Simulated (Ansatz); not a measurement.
# CuI: stress in a strained cell

Aim: deform CuI (equal xx and yy strain of +3 %) and compute stress, forces and field gradients with LAPW, PAW and all-electron datasets made for the crystal.

Program: Ansatz 0.2.0. Level of theory: DFT PBE, scalar-relativistic. These are calculated values, not measurements.

## (1) Starting point

It takes space group Cmcm (No. 63, orthorhombic). The conventional cell has a = 7.466 Å, b = 7.422 Å, c = 4.307 Å, α = 90.00°, β = 90.00°, γ = 90.00°. Cu (site symmetry m2m) has 2 Cu at 2.46 Å and 3 I at 2.58 to 2.59 Å as nearest neighbours. I (site symmetry m2m) is surrounded by 3 Cu at 2.58 to 2.59 Å.

As a file:

```xyz
4
Lattice="3.7332 -3.7111 0.0000 3.7332 3.7111 0.0000 0.0000 0.0000 4.3070" Properties=species:S:1:pos:R:3 pbc="T T T"
Cu    3.7332    0.5905    3.2302
Cu    3.7332   -0.5905    1.0767
I     3.7332   -2.0043    3.2302
I     3.7332    2.0043    1.0767
```

Atoms are numbered in the order of the input: Cu1, Cu2, I3, I4.

## (2) After the deformation

Space group Cmcm before, Cmcm after.

## (3) LAPW, all electrons

Contents of input.yaml:

```yaml
crystal:
  lattice:
    - [3.8451626177, -3.8224189611, 0.0]
    - [3.8451626177, 3.8224189611, 0.0]
    - [0.0, 0.0, 4.30699767]
  atoms:
    - { symbol: Cu, position: [0.42043883, 0.57956117, 0.75] }
    - { symbol: Cu, position: [0.57956117, 0.42043883, 0.25] }
    - { symbol: I, position: [0.77004268, 0.22995732, 0.75] }
    - { symbol: I, position: [0.22995732, 0.77004268, 0.25] }
kpoints:
  mp_grid: { grid: [5, 5, 6] }
  band_path:
    path:
      - [0.0, 0.0, 0.0]
      - [0.5, 0.5, 0.0]
      - [0.4970513089, 0.5029486911, 0.0]
      - [-0.4970513089, 0.4970513089, 0.0]
      - [0.0, 0.0, 0.0]
      - [0.0, 0.0, 0.5]
      - [-0.4970513089, 0.4970513089, 0.5]
      - [0.4970513089, 0.5029486911, 0.5]
      - [0.5, 0.5, 0.5]
    npoints: 5
scf:
  occupations: { method: fermi_dirac, width: 0.02 }
hamiltonian:
  xc: pbe
  pseudopotentials: { kind: all_electron, lapw: { basis_error: 0.0005 } }
output:
  forces: true
  stress: true
  eigenvalues: true
```

On the command line:

```bash
$ ansatz run input.yaml --threads 1 --pin off --max-ram 4096MiB --backend cpu --events-out ev --progress --plain --runs-dir out
```

## (4) Frozen-core PAW

Contents of input.yaml:

```yaml
crystal:
  lattice:
    - [3.8451626177, -3.8224189611, 0.0]
    - [3.8451626177, 3.8224189611, 0.0]
    - [0.0, 0.0, 4.30699767]
  atoms:
    - { symbol: Cu, position: [0.42043883, 0.57956117, 0.75] }
    - { symbol: Cu, position: [0.57956117, 0.42043883, 0.25] }
    - { symbol: I, position: [0.77004268, 0.22995732, 0.75] }
    - { symbol: I, position: [0.22995732, 0.77004268, 0.25] }
kpoints:
  mp_grid: { grid: [5, 5, 6] }
scf:
  occupations: { method: fermi_dirac, width: 0.02 }
hamiltonian:
  xc: pbe
  pseudopotentials: { kind: paw }
output:
  forces: true
  stress: true
  eigenvalues: true
  efg: { contact_densities: true }
```

## (5) All-electron PAW on datasets made for the crystal

input.yaml: that of step 4 with these lines changed.

```diff
@@ -16,3 +16,3 @@
   xc: pbe
-  pseudopotentials: { kind: paw }
+  pseudopotentials: { kind: all_electron, datasets: crystal }
 output:
```

(Steps that only read results are left out.)

Q: Predict the outcome of this session. Wanted: pressure; largest shear or deviatoric stress.

As calculated:

```
                                 quantity                                              value
                                 pressure  LAPW -0.28, PAW -0.28, crystal datasets -0.28 GPa
largest shear or deviatoric stress (LAPW)                                           0.97 GPa
```

The largest part of the stress beyond the pressure is 0.97 GPa in size, in the yy component; the atoms are carried along and not relaxed. No run of the undeformed cell stands beside it, so the pressure holds what the given cell had before the change. PAW: stress within 0.01 GPa of LAPW, forces within 2 meV/Å. Crystal datasets: stress within 0.01 GPa of LAPW, forces within 1 meV/Å. Spin-orbit coupling is left out, though the cell holds I; in elements this heavy it can shift bands and gaps by tenths of an eV.

These are semilocal Kohn-Sham gaps, which aren't the measured quantity. Such gaps usually fall short of the measured ones; spin-orbit coupling, left out here, narrows gaps with I, so the two errors partly cancel.
